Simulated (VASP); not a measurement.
# Vibrations of BP at several levels of theory, part 3 of 3

How much do the zone-centre frequencies of BP depend on the functional? The starting structure is a measured crystal structure from the Crystallography Open Database.

VASP 6.6.1.

Results so far: LDA T2 819.8 cm⁻¹; LDA at the measured cell T2 793.9 cm⁻¹; PBEsol T2 811.4 cm⁻¹; PBE T2 800.5 cm⁻¹; PBEsol + D3(BJ) T2 828.2 cm⁻¹; r2SCAN T2 820.1 cm⁻¹.

### 8. Modes with r2SCAN + rVV10

Level of this step: r2SCAN with rVV10; plane waves and PAW (P, B) (VASP).

rVV10 adds a nonlocal correlation energy for dispersion. The cell comes from a relaxation at this level, not shown (23.20 Å³).

File INCAR:

```
SYSTEM = BP
PREC = Accurate
ENCUT = 450
EDIFF = 1E-08
NELM = 100
ISMEAR = 0
SIGMA = 0.03
LREAL = .FALSE.
ALGO = Normal
METAGGA = R2SCAN
LUSE_VDW = .TRUE.
IVDW_NL = 2
BPARAM = 11.95
CPARAM = 0.0093
LASPH = .TRUE.
NBANDS = 10
LORBIT = 11
LWAVE = .FALSE.
LCHARG = .FALSE.
KPAR = 2
IBRION = 6
NFREE = 2
POTIM = 0.015
NSW = 1
ISIF = 2
```

File POSCAR:

```
BP
1.0
    0.0000000000      2.2636663645      2.2636663645
    2.2636663645      0.0000000000      2.2636663645
    2.2636663645      2.2636663645      0.0000000000
P B
1 1
Direct
    0.7500000000      0.7500000000      0.7500000000
    0.0000000000      0.0000000000      0.0000000000
```

File KPOINTS:

```
Automatic mesh
0
Gamma
8 8 8
0 0 0
```

The projector-augmented-wave data sets are P and B (PBE family, release 64).

Launch:

```sh
mpirun -np 2 vasp_std
```

The log of the run:

```text
[banner, memory and clock lines left out]
running    2 mpi-ranks, on    1 nodes
[...]
|                                                                             |
|               ----> ADVICE to this user running VASP <----                  |
|                                                                             |
|     You have switched on vdW-DFT.                                           |
|     This routine was written and supplied by Jiri Klimes. We recommend      |
|     that you carefully read and cite the following publications:            |
|       J. Klimes, D.R. Bowler, A. Michelides                                 |
|          J. Phys.: Cond Matt. 22 022201 (2010)                              |
|       J. Klimes, D.R. Bowler, A. Michelides                                 |
|          Phys. Rev. B. 83, 195131 (2011)                                    |
|     and references therein.                                                 |
|                                                                             |

[...]
Total rVV10 correction in eV:      0.0847114     8.9556507
Total rVV10 correction in eV:      0.0847114     8.9556507
DAV:  13    -0.172231030140E+02   -0.44554E-07   -0.68818E-08   722   0.137E-03    0.127E-03
Total rVV10 correction in eV:      0.0847112     8.9556507
Total rVV10 correction in eV:      0.0847112     8.9556507
DAV:  14    -0.172231029890E+02    0.25028E-07   -0.32839E-09   334   0.398E-04    0.536E-05
Total rVV10 correction in eV:      0.0847110     8.9556507
Total rVV10 correction in eV:      0.0847110     8.9556507
DAV:  15    -0.172231029793E+02    0.96594E-08   -0.21889E-10   318   0.119E-04
Total rVV10 correction in eV:      0.0847109     8.9556507
Total rVV10 correction in eV:      0.0847109     8.9556507
Total rVV10 correction in eV:      0.0847109     8.9556507
Total rVV10 correction in eV:      0.0847109     8.9556507
   1 F= -.17223103E+02 E0= -.17223103E+02  d E =-.445982E-18
[... from here on, the cycles between the ionic steps are left out ...]
   2 F= -.17220860E+02 E0= -.17220860E+02  d E =-.124573E-16
   3 F= -.17220860E+02 E0= -.17220860E+02  d E =-.125068E-16
   4 F= -.17220860E+02 E0= -.17220860E+02  d E =-.125016E-16
   5 F= -.17220860E+02 E0= -.17220860E+02  d E =-.124853E-16
 Finite differences progress:
  Degree of freedom:   2/  2
  Displacement:        2/  2
  Total:               4/  4
```

Run time: 2.1 min. Hardware: 2 MPI ranks of AMD EPYC 9R14 (Zen 4), shared host; peak memory 0.4 GiB.

Parts of OUTCAR (step 8):

```text
  Total        0.0014396      0.0053526      0.0053526      0.0000000      0.1073644      0.0000000
  in kB        0.0994252      0.3696646      0.3696646      0.0000000      7.4148736      0.0000000
  external PRESSURE =       0.2795848 kB  Pullay stress =       0.0000000 kB

 POSITION                                       TOTAL-FORCE (eV/Angst)
 -----------------------------------------------------------------------------------
      3.39550      3.39550      3.39550        -0.299055     -0.000000     -0.000000
     -0.01500      0.00000      0.00000         0.299055      0.000000      0.000000
 -----------------------------------------------------------------------------------
    total drift:                                0.000025     -0.000000     -0.000000

  FREE ENERGIE OF THE ION-ELECTRON SYSTEM (eV)
  ---------------------------------------------------
  free  energy   TOTEN  =       -17.2208597638 eV

  energy  without entropy=      -17.2208597638  energy(sigma->0) =      -17.22085976

[... 1 part as in an earlier step ...]

[... 2 further parts left out ...]
[key lines of the parts left out:]
E-fermi :   7.7622
```

With r2SCAN + rVV10 the mode is T2 822.5 cm⁻¹, +2.7 cm⁻¹ from LDA.

### 9. Modes with HSE06

HSE06 mixes in a quarter of exact exchange at short range, at far higher cost; in semiconductors this cures much of the gap error, while metals seldom gain. This run uses a 5×5×5 mesh. The cell comes from a relaxation at this level, not shown (23.12 Å³). Its starting orbitals come from a semilocal run on the same mesh, not shown.

INCAR: that of step 8 with these lines changed.

```diff
@@ -9,9 +9,9 @@
 ALGO = Normal
-METAGGA = R2SCAN
-LUSE_VDW = .TRUE.
-IVDW_NL = 2
-BPARAM = 11.95
-CPARAM = 0.0093
+LHFCALC = .TRUE.
+AEXX = 0.25
+GGA = PE
+HFSCREEN = 0.2
 LASPH = .TRUE.
 NBANDS = 10
+PRECFOCK = Fast
 LORBIT = 11
```

File POSCAR:

```
BP
1.0
    0.0000000000      2.2611074430      2.2611074430
    2.2611074430      0.0000000000      2.2611074430
    2.2611074430      2.2611074430      0.0000000000
P B
1 1
Direct
    0.7500000000      0.7500000000      0.7500000000
    0.0000000000      0.0000000000      0.0000000000
```

File KPOINTS:

```
Automatic mesh
0
Gamma
5 5 5
0 0 0
```

Launch:

```sh
mpirun -np 2 vasp_std
```

The log of the run:

```text
[banner, memory and clock lines left out]
running    2 mpi-ranks, on    1 nodes
[...]
LDA part: xc-table for (Slater+PW92), standard interpolation
 found WAVECAR, reading the header
 POSCAR, INCAR and KPOINTS ok, starting setup
[...]
reading WAVECAR
 the WAVECAR file was read successfully
 initial charge from wavefunction
 entering main loop
       N       E                     dE             d eps       ncg     rms          rms(c)
DAV:   1    -0.148221402181E+02   -0.14822E+02   -0.32010E-01   210   0.377E+00    0.181E+00
DAV:   2    -0.148254109345E+02   -0.32707E-02   -0.11718E-02   224   0.754E-01    0.126E+00
DAV:   3    -0.148249150805E+02    0.49585E-03   -0.32346E-04   246   0.127E-01    0.731E-01
DAV:   4    -0.148247172418E+02    0.19784E-03   -0.82427E-05   238   0.592E-02    0.420E-01
[...]
DAV:  10    -0.148246266118E+02    0.11596E-06   -0.12066E-07   232   0.259E-03    0.155E-02
DAV:  11    -0.148246265916E+02    0.20135E-07   -0.43694E-08   240   0.159E-03    0.879E-03
DAV:  12    -0.148246265912E+02    0.43667E-09   -0.16148E-08   212   0.990E-04
   1 F= -.14824627E+02 E0= -.14824627E+02  d E =-.185170E-20
[... from here on, the cycles between the ionic steps are left out ...]
   2 F= -.14822248E+02 E0= -.14822248E+02  d E =-.425525E-20
   3 F= -.14822248E+02 E0= -.14822248E+02  d E =-.431767E-20
   4 F= -.14822249E+02 E0= -.14822249E+02  d E =-.422828E-20
   5 F= -.14822249E+02 E0= -.14822249E+02  d E =-.424599E-20
 Finite differences progress:
  Degree of freedom:   2/  2
  Displacement:        2/  2
  Total:               4/  4
```

Wall time 4.8 min (2 MPI ranks); peak memory 0.42 GiB.

OUTCAR, selected parts (step 9):

```text
  Total        0.0006475      0.0049001      0.0049001      0.0000000      0.1155265      0.0000000
  in kB        0.0448703      0.3395648      0.3395648      0.0000000      8.0056876      0.0000000
  external PRESSURE =       0.2413333 kB  Pullay stress =       0.0000000 kB

 POSITION                                       TOTAL-FORCE (eV/Angst)
 -----------------------------------------------------------------------------------
      3.39166      3.39166      3.39166        -0.316990      0.000000      0.000000
     -0.01500      0.00000      0.00000         0.316990     -0.000000     -0.000000
 -----------------------------------------------------------------------------------
    total drift:                               -0.000032     -0.000001      0.000001

  FREE ENERGIE OF THE ION-ELECTRON SYSTEM (eV)
  ---------------------------------------------------
  free  energy   TOTEN  =       -14.8222487445 eV

  energy  without entropy=      -14.8222487445  energy(sigma->0) =      -14.82224874

[... 3 further parts left out ...]
[key lines of the parts left out:]
E-fermi :   7.4391
```

With HSE06 the mode is T2 846.8 cm⁻¹, +27.0 cm⁻¹ from LDA.

### 10. The runs compared

```tsv
run	T2	method	core minutes
LDA	819.8	perturbation theory	1.63
LDA at the measured cell	793.9	perturbation theory	1.6
PBEsol	811.4	perturbation theory	1.83
PBE	800.5	perturbation theory	1.87
PBEsol + D3(BJ)	828.2	finite displacements	0.513
r2SCAN	820.1	finite displacements	2.93
r2SCAN + rVV10	822.5	finite displacements	4.27
HSE06	846.8	finite displacements	9.5
```

Modes are in cm⁻¹, degenerate ones as one, matched between runs by symmetry and order. A number in brackets counts the listed modes of one symmetry from the lowest. The symmetry labels come from an automatic analysis and can be wrong where levels nearly coincide. Core minutes are wall time times ranks of the run shown, on a shared host.

### 11. What came out

```json
{"T2, LDA": "819.8 cm⁻¹", "T2, LDA at the measured cell": "793.9 cm⁻¹", "T2, PBEsol": "811.4 cm⁻¹", "T2, PBE": "800.5 cm⁻¹", "T2, PBEsol + D3(BJ)": "828.2 cm⁻¹", "T2, r2SCAN": "820.1 cm⁻¹", "T2, r2SCAN + rVV10": "822.5 cm⁻¹", "T2, HSE06": "846.8 cm⁻¹"}
```

What this shows: On the cells relaxed at each level, the T2 mode of BP lies between 800 cm⁻¹ (PBE) and 847 cm⁻¹ (HSE06, on a 5×5×5 mesh). Taking the measured cell, +3.2 % in volume, instead of the one relaxed with LDA moves T2 by -25.9 cm⁻¹. Some levels use perturbation theory and the others finite displacements, so their times can't be compared. LASPH is on in some of these runs and off in others, which adds a little to the differences. The dielectric constants and Born charges in the logs aren't compared here; at a small gap they can be far off, and in a run without a gap they mean nothing. HSE06 ran on a coarser mesh (5×5×5), which moves cell and modes too. The frequencies are harmonic, and the splitting of polar modes by their long-range field is left out. Further runs on this material are not shown.

[Lines on the potential files, build, host, timing and source positions are cut from VASP's logs without a mark.]

[Logs are printed without paths, hosts, clocks, repeated set-up lines and the standing remarks that a program may print on its own settings, such as how far it seeks lower states.]

[Hosts, paths, dates, database ids (printed as entryN), source tags and the programs' standing remarks are cut or masked in the printed files.]
